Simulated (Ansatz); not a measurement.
Input and command of a plane-wave DFT calculation in Ansatz:

```yaml
crystal:
  lattice:
    - [0.0, 3.2026192256, 2.5801145084]
    - [1.1468208373, 0.0, 2.5801145084]
    - [1.1468208373, 3.2026192256, 0.0]
  atoms:
    - { symbol: B, position: [4.865e-05, 4.865e-05, 0.99995135] }
    - { symbol: "N", position: [0.66665134, 0.66665134, 0.33334866] }
basis:
  ecutwfc: 500
kpoints:
  mp_grid: { grid: [12, 12, 12] }
hamiltonian:
  xc: r2scan
scf:
  occupations: { method: gaussian, width: 0.05 }
output:
  forces: true
  stress: true
  eigenvalues: true
```

```bash
ansatz run input.yaml --threads 1 --pin off --max-ram 2560MiB --backend cpu --events-out ev --progress --plain --runs-dir out
```

Processor: Intel(R) Xeon(R) 6975P-C (Granite Rapids), 1 thread, on a host shared with other jobs.

Q: How long does it run, and how much memory does it take?

A: About 5.6 s on 1 thread of Intel(R) Xeon(R) 6975P-C (Granite Rapids), on a shared host, peak memory 0.47 GiB. It solves 8 bands at 280 k points (the mesh reduced by the symmetry that the task leaves, which can be less than the crystal's) with about 495 plane waves, in 6 SCF iterations.
